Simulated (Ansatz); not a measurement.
## BN stretched along one axis: stress and gap

Cell: a COD entry, whose atoms a relaxation with PBE at fixed cell left in place.

```yaml
crystal:
  lattice:
    - [0.00000, 1.80750, 1.80750]
    - [1.80750, 0.00000, 1.80750]
    - [1.80750, 1.80750, 0.00000]
  atoms:
    - { symbol: B, position: [0.00000, 0.00000, 0.00000] }
    - { symbol: N, position: [0.25000, 0.25000, 0.25000] }
```

Atom numbers follow the list; atoms alike are taken as one site, whose name carries the number of the first.

All values are calculated (Ansatz; DFT, PBE, plane waves and PAW, scalar-relativistic, 420 eV cutoff, Γ-centred 14×14×14 k-points, Fermi–Dirac smearing 0.02 eV), not measured.

The cell is stretched along z (the third Cartesian axis of the run's cell), x and y held, and the ions relax again each time. Tension counts as positive.

| strain along z (%) | stress along z (GPa) | stress along x (GPa) | gap on the k-mesh (eV) |
| --- | --- | --- | --- |
| -3 | -27.6 | -9.2 | 3.95 |
| -2 | -19.2 | -6.9 | 4.13 |
| -1 | -11.0 | -4.9 | 4.30 |
| 0 | -3.0 | -3.0 | 4.47 |
| +1 | ? | ? | ? |
| +2 | 12.5 | 0.2 | 4.27 |
| +3 | 19.9 | 1.6 | 4.18 |

**Question.** Estimate the row at +1 % from the others.

**Answer.** stress along z (GPa): 4.8; stress along x (GPa): -1.3; gap on the k-mesh (eV): 4.37. Worked: parabolas through the other 6 rows give 4.8 and -1.3 GPa at +1 %. Their slopes at zero strain are 792 GPa (C₁₁) and 179 GPa (C₁₂). They hold at this cell, where the calculated pressure is 3.0 GPa. The gap follows one line under compression (173 meV per per cent of strain) and another under tension (-98), as when strain splits band edges that were equal; the line on its own side gives 4.37 eV for the withheld row.

PBE gaps are too small, by a third to a half in many semiconductors; their changes with strain are better.

All values belong to this cell and structure model.
